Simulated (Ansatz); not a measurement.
# Zr (Zr, A15): the cost of one run

Method: DFT PBE, plane waves (420 eV) with PAW, scalar-relativistic, in Ansatz 0.2.0.

**1. The structure to begin with**

It takes space group Pm-3n (No. 223, cubic). Conventional cell: a = 5.711 Å, b = 5.711 Å, c = 5.711 Å, α = 90.00°, β = 90.00°, γ = 90.00°. Zr (site symmetry m-3) is surrounded by 12 Zr at 3.19 Å. Zr (site symmetry -4m2) has 6 Zr at 2.86 to 3.19 Å as nearest neighbours.

Coordinates:

```cif
data_structure
_symmetry_space_group_name_H-M 'P 1'
_symmetry_Int_Tables_number 1
_cell_length_a 5.7108
_cell_length_b 5.7108
_cell_length_c 5.7108
_cell_angle_alpha 90.000
_cell_angle_beta 90.000
_cell_angle_gamma 90.000
_cell_volume 186.25
loop_
_atom_site_label
_atom_site_type_symbol
_atom_site_fract_x
_atom_site_fract_y
_atom_site_fract_z
_atom_site_occupancy
Zr1 Zr 0.00000 0.00000 0.00000 1
Zr2 Zr 0.50000 0.50000 0.50000 1
Zr3 Zr 0.25000 0.00000 0.50000 1
Zr4 Zr 0.75000 0.00000 0.50000 1
Zr5 Zr 0.50000 0.25000 0.00000 1
Zr6 Zr 0.50000 0.75000 0.00000 1
Zr7 Zr 0.00000 0.50000 0.25000 1
Zr8 Zr 0.00000 0.50000 0.75000 1
```

**2. Relaxing cell and atoms**

input.yaml

```yaml
crystal:
  lattice:
    - [5.7107831915, 0.0, 0.0]
    - [0.0, 5.7107831915, 0.0]
    - [0.0, 0.0, 5.7107831915]
  atoms:
    - { symbol: Zr, position: [0.0, 0.0, 0.0] }
    - { symbol: Zr, position: [0.5, 0.5, 0.5] }
    - { symbol: Zr, position: [0.25, 0.0, 0.5] }
    - { symbol: Zr, position: [0.75, 0.0, 0.5] }
    - { symbol: Zr, position: [0.5, 0.25, 0.0] }
    - { symbol: Zr, position: [0.5, 0.75, 0.0] }
    - { symbol: Zr, position: [0.0, 0.5, 0.25] }
    - { symbol: Zr, position: [0.0, 0.5, 0.75] }
hamiltonian:
  xc: pbe
  pseudopotentials:
    kind: paw
    azcp:
      Zr: "pseudopotentials/Zr.paw.azcp"
basis:
  ecutwfc: 420
  fft_grid_basis: typed
kpoints:
  mp_grid: { grid: [5, 5, 5], shift: [0, 0, 0] }
magnetization:
  spin_polarized: false
scf:
  occupations: { method: fermi_dirac, width: 0.1 }
relax:
  max_steps: 60
  f_tol: 0.01
  cell: {}
```

**Question.** How long does this run take on 2 threads of an x86-64 CPU, shared host, and how much memory does it need?

About 25 s, with a peak of 0.71 GiB.
